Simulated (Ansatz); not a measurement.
# PtS2 and the effect of the functional

```
Pt S
1.0
     3.54320    0.00000    0.00000
    -1.77160    3.06850    0.00000
     0.00000    0.00000    5.03880
Pt S
1 2
Cartesian
  0.0000 0.0000 0.0000
  1.7716 1.0228 3.8950
  0.0000 2.0457 1.1438
```

Kept alike: task band structure; k mesh 9 × 9 × 5; occupations fermi-dirac, width 0.05 eV; no spin polarisation. Program: Ansatz, all-electron LAPW, scalar-relativistic. The mesh is that of the run's cell of 3 atoms. No spin-orbit coupling.

| run | band gap (eV) | pressure (GPa) |
| --- | --- | --- |
| A | 0.957 | 6.40 |
| B | 0.910 | 3.62 |
| C | 1.025 | 11.62 |

Pressure is positive in compression. Gaps are the smaller of the mesh's and the band path's.

Task: The runs differ in the functional alone: LDA; PBE; PBEsol. Which run is which?

Result: Run A is PBEsol; run B is LDA; run C is PBE. The band gap runs from 0.910 (LDA) to 1.025 eV (PBE). From PBE: LDA -0.115; PBEsol -0.068. The pressure runs from 3.62 (LDA) to 11.62 GPa (PBE). From PBE: LDA -8.00; PBEsol -5.22. A positive pressure means that the functional's own cell is larger than the one given, a negative one that it is smaller.
